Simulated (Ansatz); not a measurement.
The system is MnAs.

```
As Mn
1.0
     3.71000    0.00000    0.00000
    -1.85500    3.21295    0.00000
     0.00000    0.00000    5.69100
As Mn
2 2
Cartesian
  1.8550 1.0710 4.2683
  0.0000 2.1420 1.4227
  0.0000 0.0000 2.8455
  0.0000 0.0000 0.0000
```

- Program: Ansatz 0.2.0
- Task: relaxation of cell and atoms
- Functional: PBEsol
- Dispersion: D4
- Potentials or basis: Ansatz PAW
- Cutoff: 420 eV (not typed: the program's choice for these potentials)
- k mesh: 8 × 8 × 5
- Occupations: fermi-dirac, width 0.05 eV
- Spin: collinear spin, ferromagnetic start
- Starting moments: [0.0, 0.0, 4.0, 4.0] μB

At the start: volume 16.96 Å³/atom.

Problem. Where does the relaxation end?

Solution. It ends after 7 steps and the volume is 14.34 Å³/atom (-15.4 %); space group P6_3/mmc (No. 194, to 0.05 Å); moment 4.56 μB per cell.

The path:
| step | energy change (eV) | largest force (eV/Å) | volume (Å³) |
| --- | --- | --- | --- |
| 1 | 0.0000 | 0.0000 | 67.84 |
| 2 | -0.3582 | 0.0000 | 61.53 |
| 3 | -0.3882 | 0.0000 | 54.47 |
| 4 | -0.4427 | 0.0000 | 57.90 |
| 5 | -0.4447 | 0.0000 | 57.37 |
| 6 | -0.4447 | 0.0000 | 57.37 |
| 7 | -0.4426 | 0.0000 | 57.37 |

Final structure:
```
As Mn
1.0
     3.53554    0.00000    0.00000
    -1.76777    3.06186    0.00000
     0.00000    0.00000    5.29915
As Mn
2 2
Direct
  0.66667 0.33333 0.75000
  0.33333 0.66667 0.25000
  0.00000 0.00000 0.50000
  0.00000 0.00000 0.00000
```

Caveat: the volume moved by over 15 % at a fixed basis, so the end points are rough; the plane-wave basis is chosen anew once the cell has moved, so the energies of steps on either side of that aren't comparable; the volume moved by -15 % from the deposited cell, more than functionals usually miss; only a ferromagnetic start was run, and an antiferromagnetic order may lie lower in energy; pairwise dispersion overbinds metals, which lowers pressure and volume; the PAW data sets come from PBE, with cores solved anew for the run's functional, which leaves a small shift of forces and pressure.
